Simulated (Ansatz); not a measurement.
Na2S:

```
S Na
1.0
     0.00000    3.27350    3.27350
     3.27350    0.00000    3.27350
     3.27350    3.27350    0.00000
S Na
1 2
Direct
  0.00000 0.00000 0.00000
  0.75000 0.75000 0.75000
  0.25000 0.25000 0.25000
```

Base run:

| Quantity | Value |
| --- | --- |
| Program | Ansatz 0.2.0 |
| Functional | r2SCAN |
| Potentials or basis | Ansatz PAW |
| Cutoff | 500 eV (not typed: the program's choice for these potentials) |
| k mesh | 7 × 7 × 7 |
| Occupations | fermi-dirac, width 0.05 eV |
| Spin | no spin polarisation |

Its results: band gap on the k mesh 3.03 eV, direct; pressure -0.5 GPa.

Q: The run is repeated on the same cell with these changes: functional from r2SCAN to PBE; cutoff from 500 eV (not typed: the program's choice for these potentials) to 420 eV (not typed: the program's choice for these potentials). What comes out?

A: Band gap on the k mesh 2.48 eV, direct; pressure 0.3 GPa.

r2SCAN gives the wider gap, since meta-GGAs in the generalised Kohn-Sham scheme recover part of the derivative discontinuity.

Caveats: the PAW data sets come from PBE, with cores solved anew for the run's functional, which leaves a small shift of forces and pressure (some runs).
